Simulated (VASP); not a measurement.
# Li in VASP: further runs

One sheet, Li, is run at these levels: PBE; tasks: single point.

Program: VASP 6.6.1. These are calculated values, not measurements. Logs are shortened: lines on timing, memory, paths and dates and some standing lists are left out, and cuts for length are marked.

## Step 1: The sheet as given

The cell holds a sheet with vacuum, 1 atom: a = 2.892 Å, b = 2.892 Å, c = 23.800 Å, α = 90.00°, β = 90.00°, γ = 90.00°.

The cell was built by a generator and needn't be a form met in nature.

## Step 2: Single point, PBE

INCAR

```
  ALGO = Fast
  DIPOL = 0.5 0.5 0.294
  EDIFF = 1E-7
  ENCUT = 520
  GGA = PE
  IDIPOL = 3
  ISIF = 2
  ISMEAR = 0
  LASPH = True
  LCHARG = True
  LDIPOL = True
  LELF = True
  LREAL = False
  LVACPOTAV = True
  LVHAR = True
  LWAVE = False
  NBANDS = 8
  NELM = 100
  PREC = Accurate
  SIGMA = 0.1
```

KPOINTS

```
k-points
0
Gamma
  20 20 1
```

POSCAR

```
Li
1.0
    2.8915773493      0.0000000000      0.0000000000
    0.0000000000      2.8915773493      0.0000000000
    0.0000000000      0.0000000000     23.8000000000
Li
1
Direct
    0.5000000000      0.5000000000      0.2941176471
```

Potentials or basis: VASP PAW PBE potentials, release 64 (Li_sv).

Launch:

```
$ cat potpaw_PBE.64/Li_sv/POTCAR > POTCAR
$ mpirun -np 1 vasp_std > vasp.out
```

OUTCAR:

```text
EDIFF = 1E-7
   ENCUT = 520
   GGA = PE
   ISIF = 2
   ISMEAR = 0
   LASPH = True
   LREAL = False
   NELM = 100
   PREC = Accurate

 ion  position               nearest neighbor table
   1  0.500  0.500  0.294-

  LATTYP: Found a simple tetragonal cell.
 ALAT       =     2.8915773493
 C/A-ratio  =     8.2308017822

  Lattice vectors:

 A1 = (   2.8915773493,   0.0000000000,   0.0000000000)
 A2 = (   0.0000000000,   2.8915773493,   0.0000000000)
 A3 = (   0.0000000000,   0.0000000000,  23.8000000000)

Analysis of symmetry for initial positions (statically):
=====================================================================
 Subroutine PRICEL returns:
 Original cell was already a primitive cell.

 Routine SETGRP: Setting up the symmetry group for a
 simple tetragonal supercell.

 Subroutine GETGRP returns: Found 16 space group operations
 (whereof  8 operations were pure point group operations)
 out of a pool of 16 trial point group operations.

The static configuration has the point symmetry C_4v.
 The point group associated with its full space group is D_4h.

Analysis of symmetry for dynamics (positions and initial velocities):
=====================================================================
 Subroutine PRICEL returns:
 Original cell was already a primitive cell.

 Routine SETGRP: Setting up the symmetry group for a
 simple tetragonal supercell.

 Subroutine GETGRP returns: Found 16 space group operations
 (whereof  8 operations were pure point group operations)
 out of a pool of 16 trial point group operations.

The dynamic configuration has the point symmetry C_4v.
 The point group associated with its full space group is D_4h.

 Subroutine INISYM returns: Found 16 space group operations
 (whereof  8 operations are pure point group operations),
 and found     1 'primitive' translations

----------------------------------------------------------------------------------------

                                     Primitive cell

  volume of cell :     198.9970

  direct lattice vectors                    reciprocal lattice vectors
     2.891577349  0.000000000  0.000000000     0.345832008  0.000000000  0.000000000
     0.000000000  2.891577349  0.000000000     0.000000000  0.345832008  0.000000000
     0.000000000  0.000000000 23.800000000     0.000000000  0.000000000  0.042016807

  length of vectors
     2.891577349  2.891577349 23.800000000     0.345832008  0.345832008  0.042016807

  position of ions in fractional coordinates (direct lattice)
     0.500000000  0.500000000  0.294117647

  ion indices of the primitive-cell ions
   primitive index   ion index
                 1           1

----------------------------------------------------------------------------------------

 KPOINTS: k-points

Automatic generation of k-mesh.
 Grid dimensions read from file:
 generate k-points for:   20   20    1

 Generating k-lattice:

  Cartesian coordinates                     Fractional coordinates (reciprocal lattice)
     0.017291600  0.000000000  0.000000000     0.050000000  0.000000000  0.000000000
     0.000000000  0.017291600  0.000000000     0.000000000  0.050000000  0.000000000
     0.000000000  0.000000000  0.042016807     0.000000000  0.000000000  1.000000000

  Length of vectors
     0.017291600  0.017291600  0.042016807

  Shift w.r.t. Gamma in fractional coordinates (k-lattice)
     0.000000000  0.000000000  0.000000000

 Subroutine IBZKPT returns following result:
 ===========================================

 Found     66 irreducible k-points:

 Following reciprocal coordinates:
            Coordinates               Weight
  0.000000  0.000000  0.000000      1.000000
  0.050000  0.000000  0.000000      4.000000
  0.100000  0.000000  0.000000      4.000000
  0.150000  0.000000  0.000000      4.000000
  0.200000  0.000000  0.000000      4.000000
  0.250000  0.000000  0.000000      4.000000
[... 16 lines left out ...]
  0.150000  0.100000  0.000000      8.000000
  0.200000  0.100000  0.000000      8.000000
 [... further k-points ...]
   k-points           NKPTS =     66   k-points in BZ     NKDIM =     66   number of bands    NBANDS=      8
   number of dos      NEDOS =    301   number of ions     NIONS =      1
   total plane-waves  NPLWV = 103680
   dimension x,y,z NGX =    24 NGY =   24 NGZ =  180
   dimension x,y,z NGXF=    48 NGYF=   48 NGZF=  360
   ions per type =               1
   NGX,Y,Z   is equivalent  to a cutoff of  13.80, 13.80, 12.57 a.u.
   NGXF,Y,Z  is equivalent  to a cutoff of  27.60, 27.60, 25.15 a.u.
 SYSTEM =  unknown system
   PREC   = accura    normal or accurate (medium, high low for compatibility)
   ISTART =      0    job   : 0-new  1-cont  2-samecut
   ICHARG =      2    charge: 1-file 2-atom 10-const
   ISPIN  =      1    spin polarized calculation?
   LNONCOLLINEAR =      F non collinear calculations
   LSORBIT =      F    spin-orbit coupling
   LASPH  =      T    aspherical Exc in radial PAW
   ENCUT  =  520.0 eV  38.22 Ry    6.18 a.u.   5.38  5.38 44.25*2*pi/ulx,y,z
   NELM   =    100;   NELMIN=  2; NELMDL= -5     # of ELM steps
   EDIFF  = 0.1E-06   stopping-criterion for ELM
   LREAL  =      F    real-space projection
   EDIFFG = 0.1E-05   stopping-criterion for IOM
   NSW    =      0    number of steps for IOM
   IBRION =     -1    ionic relax: 0-MD 1-quasi-New 2-CG
   NFREE  =      0    steps in history (QN), initial steepest desc. (CG)
   ISIF   =      2    stress and relaxation
   ISYM   =      2    0-nonsym 1-usesym 2-fastsym
   POTIM  = 0.5000    time-step for ionic-motion
   TEBEG  =    0.0;   TEEND  =   0.0 temperature during run
   PSTRESS=    0.0 pullay stress
   NELECT =       3.0000    total number of electrons
   NUPDOWN=      -1.0000    fix difference up-down
   EMIN   =  10.00;   EMAX   =-10.00  energy-range for DOS
   EFERMI =   0.00;   METHOD = LEGACY
   ISMEAR =     0;   SIGMA  =   0.10  broadening in eV -4-tet -1-fermi 0-gaus
   EFERMI_NEDOS =   21; number of points for ismear=-14 and -15
   IALGO  =     68    algorithm
   IMIX   =      4    mixing-type and parameters
     AMIX     =   0.40;   BMIX     =  1.00
     AMIX_MAG =   1.60;   BMIX_MAG =  1.00
  volume/ion in A,a.u.               =     199.00      1342.90
  Fermi-wavevector in a.u.,A,eV,Ry     =   0.404420  0.764244  2.225313  0.163556
  Thomas-Fermi vector in A             =   1.356034
   LORBIT       =      0    0 simple, 1 ext, 2 COOP (PROOUT), +10 PAW based schemes
   GGA     = PE    functional components
   LHFCALC =     F    Hartree Fock is set to
   AEXX    =    0.0000 exact exchange contribution
   IVDW    =     0    specifies the selected vdW correction
   LEPSILON=     F    determine dielectric tensor
   LRPA    =     F    only Hartree local field effects (RPA)
 non-spin polarized calculation
 RMM-DIIS sequential band-by-band and
 Gauss-broadening in eV      SIGMA  =   0.10
  energy-cutoff  :      520.00
  volume of cell :      199.00
 maximum number of plane-waves:      5409
 NGX is ok and might be reduce to    24
   NGX = 11   NGY = 11   NGZ = 89

 dipolmoment           0.000000      0.000000      0.000000 electrons x Angstroem

 number of electron       2.9999987 magnetization

 dipolmoment           0.000000      0.000000     -0.000000 electrons x Angstroem

 Free energy of the ion-electron system (eV)
  ---------------------------------------------------
  ext. energy  EPLUGINS =         0.00000000
  ---------------------------------------------------
  free energy    TOTEN  =        -1.34353562 eV

  energy without entropy =       -1.34010113  energy(sigma->0) =       -1.34181838

 E-fermi :  -2.8291     XC(G=0):  -1.3920

 val. band max:       -2.8812728570   @ k =   0.4000   0.0500   0.0000
 cond. band min:      -2.8149451065   @ k =   0.3000   0.2500   0.0000
 fundamental gap:      0.0663277505
 Fermi energy:        -2.8290629578

 k-point     1 :       0.0000    0.0000    0.0000
  band No.  band energies     occupation
      1     -50.1952      2.00000
      2      -4.8767      2.00000
      3      -2.4281      0.00000
      4       0.1016      0.00000
      5       0.5642      0.00000
      6       0.6839      0.00000
      7       1.5692      0.00000
      8       1.8117      0.00000

 k-point     2 :       0.0500    0.0000    0.0000
  band No.  band energies     occupation
      1     -50.1950      2.00000
      2      -4.8430      2.00000
      3      -2.3837      0.00000
      4       0.1444      0.00000
      5       0.6091      0.00000
      6       0.7282      0.00000
      7       1.6140      0.00000
      8       1.8546      0.00000

 k-point     3 :       0.1000    0.0000    0.0000
  band No.  band energies     occupation
      1     -50.1942      2.00000
      2      -4.7420      2.00000
      3      -2.2506      0.00000
      4       0.2727      0.00000
      5       0.7436      0.00000
      6       0.8610      0.00000
      7       1.7483      0.00000
      8       1.9826      0.00000

 k-point     4 :       0.1500    0.0000    0.0000
  band No.  band energies     occupation
      1     -50.1930      2.00000
      2      -4.5748      2.00000
      3      -2.0290      0.00000
      4       0.4853      0.00000
      5       0.9677      0.00000
      6       1.0819      0.00000
      7       1.9721      0.00000
      8       2.1935      0.00000

 k-point     5 :       0.2000    0.0000    0.0000
  band No.  band energies     occupation
      1     -50.1914      2.00000
      2      -4.3434      2.00000
      3      -1.7193      0.00000
      4       0.7788      0.00000
      5       1.2812      0.00000
      6       1.3899      0.00000
      7       2.2850      0.00000
      8       2.5083      0.00000

 k-point     6 :       0.2500    0.0000    0.0000
  band No.  band energies     occupation
      1     -50.1897      2.00000
      2      -4.0515      2.00000
      3      -1.3221      0.00000
      4       1.1417      0.00000
      5       1.6840      0.00000
      6       1.7822      0.00000
      7       2.6865      0.00000
      8       3.2291      0.00000

 k-point     7 :       0.3000    0.0000    0.0000
  band No.  band energies     occupation
      1     -50.1880      2.00000
      2      -3.7057      2.00000
      3      -0.8388      0.00000
      4       1.5047      0.00000
      5       2.1750      0.00000
      6       2.2112      0.00000
      7       2.6700      0.00000
      8       3.1748      0.00000
[... 133 lines left out ...]
 k-point    20 :       0.4500    0.0500    0.0000
  band No.  band energies     occupation
      1     -50.1841      2.00000
      2      -2.5371      0.00004
      3       0.3139      0.00000
      4       1.0927      0.00000
      5       3.1476      0.00000
      6       3.7526      0.00000
      7       4.2797      0.00000
      8       4.3577      0.00000

 k-point    21 :       0.5000    0.0500    0.0000
  band No.  band energies     occupation
      1     -50.1839      2.00000
      2      -2.3879      0.00000
      3       0.1063      0.00000
      4       1.5380      0.00000
      5       2.6391      0.00000
      6       4.4354      0.00000
      7       4.7052      0.00000
      8       5.0343      0.00000

 k-point    22 :       0.1000    0.1000    0.0000
  band No.  band energies     occupation
      1     -50.1931      2.00000
      2      -4.6062      2.00000
      3      -2.0732      0.00000
      4       0.4445      0.00000
      5       0.9229      0.00000
      6       1.0384      0.00000
      7       1.9274      0.00000
      8       2.1546      0.00000

 k-point    23 :       0.1500    0.1000    0.0000
  band No.  band energies     occupation
      1     -50.1919      2.00000
      2      -4.4377      2.00000
      3      -1.8516      0.00000
      4       0.6580      0.00000
      5       1.1470      0.00000
      6       1.2597      0.00000
      7       2.1511      0.00000
      8       2.3673      0.00000

 k-point    24 :       0.2000    0.1000    0.0000
  band No.  band energies     occupation
      1     -50.1904      2.00000
      2      -4.2044      2.00000
      3      -1.5420      0.00000
      4       0.9529      0.00000
      5       1.4605      0.00000
      6       1.5683      0.00000
      7       2.4640      0.00000
      8       2.6790      0.00000

 [... further k-points ...]

------------------------ aborting loop because EDIFF is reached ----------------------------------------

 vacuum level on the upper side and lower side of the slab       (xc-potential included)        -0.093        -0.089

  FORCE on cell =-STRESS in cart. coord.  units (eV):
  Direction    XX          YY          ZZ          XY          YZ          ZX
  --------------------------------------------------------------------------------------
  -------------------------------------------------------------------------------------
  Total       -0.0072746     -0.0072746     -0.0157537      0.0000000      0.0000000     -0.0000000
  in kB       -0.0585701     -0.0585701     -0.1268371      0.0000000      0.0000000     -0.0000000
  external PRESSURE =      -0.0813258 kB  Pullay stress =       0.0000000 kB

 VOLUME and BASIS-vectors are now :
 -----------------------------------------------------------------------------
  energy-cutoff  :      520.00
  volume of cell :      199.00
      direct lattice vectors                 reciprocal lattice vectors
     2.891577349  0.000000000  0.000000000     0.345832008  0.000000000  0.000000000
     0.000000000  2.891577349  0.000000000     0.000000000  0.345832008  0.000000000
     0.000000000  0.000000000 23.800000000     0.000000000  0.000000000  0.042016807

 POSITION                                       TOTAL-FORCE (eV/Angst)
 -----------------------------------------------------------------------------------
      1.44579      1.44579      7.00000         0.000000      0.000000      0.000000
 -----------------------------------------------------------------------------------
    total drift:                                0.000000      0.000000      0.000008

  FREE ENERGIE OF THE ION-ELECTRON SYSTEM (eV)
  ---------------------------------------------------
  free  energy   TOTEN  =        -1.3435356239 eV

  energy  without entropy=       -1.3401011273  energy(sigma->0) =       -1.34181838

 vacuum level on the upper side and lower side of the slab         0.504         0.504
```

It took 2.6 min on 1 thread of Intel Xeon Platinum 8488C (Sapphire Rapids), shared host; peak memory 0.33 GiB.

What came out:

```
Free energy                     : -1.3435 eV
Band gap on the k mesh          : none (metal or under the smearing width)
Work function of the upper face : 3.33 eV
Work function of the lower face : 3.33 eV
```

Caveat: the cutoff is under 1.25 times the usual one of these potentials, so pressure, stress and relaxed cells hold a basis-set (Pulay) error.

## Step 3: Single point, PBE

This run uses another cell than the first one, of 194.03 Å³/atom, 0.975 times its volume.

INCAR

```
SYSTEM = Li
  ALGO = Fast
  DIPOL = 0.5 0.5 0.294
  EDIFF = 1E-6
  ENCUT = 520
  GGA = PE
  IDIPOL = 3
  ISIF = 2
  ISMEAR = 0
  LASPH = .TRUE.
  LCHARG = .TRUE.
  LDIPOL = .TRUE.
  LELF = .TRUE.
  LREAL = .FALSE.
  LVACPOTAV = .TRUE.
  LVHAR = .TRUE.
  LWAVE = .FALSE.
  NBANDS = 8
  NELM = 100
  PREC = Accurate
  SIGMA = 0.1
```

KPOINTS

```
k-points
0
G
  20 20 1
  0 0 0
```

POSCAR

```
Li
1.0
    2.8552943088      0.0000000000      0.0000000000
    0.0000000000      2.8552943088      0.0000000000
    0.0000000000      0.0000000000     23.8000000000
Li
1
Direct
    0.5000000000      0.5000000000      0.2941176471
```

Potentials or basis: VASP PAW PBE potentials, release 64 (Li_sv).

Launch:

```
$ cat potpaw_PBE.64/Li_sv/POTCAR > POTCAR
$ mpirun -np 1 vasp_std > vasp.out
```

It took 2.1 min on 1 thread of Intel Xeon Platinum 8488C (Sapphire Rapids), shared host; peak memory 0.33 GiB.

It converged, with:

- Free energy: -1.3424 eV
- Band gap on the k mesh: none (metal or under the smearing width)
- Work function of the upper face: 3.34 eV
- Work function of the lower face: 3.34 eV

Levels at points of the mesh, in eV from the Fermi level:
```
           k point  band 1  band 2  band 3  band 4  band 5  band 6
(0.00, 0.00, 0.00)  -47.32   -2.08    0.36    2.93    3.40    3.50
(0.50, 0.00, 0.00)  -47.31    0.39    3.03    4.40    5.50    7.33
(0.50, 0.50, 0.00)  -47.30    3.87    3.87    6.30    8.08    8.80
```

Caveat: the cutoff is under 1.25 times the usual one of these potentials, so pressure, stress and relaxed cells hold a basis-set (Pulay) error.
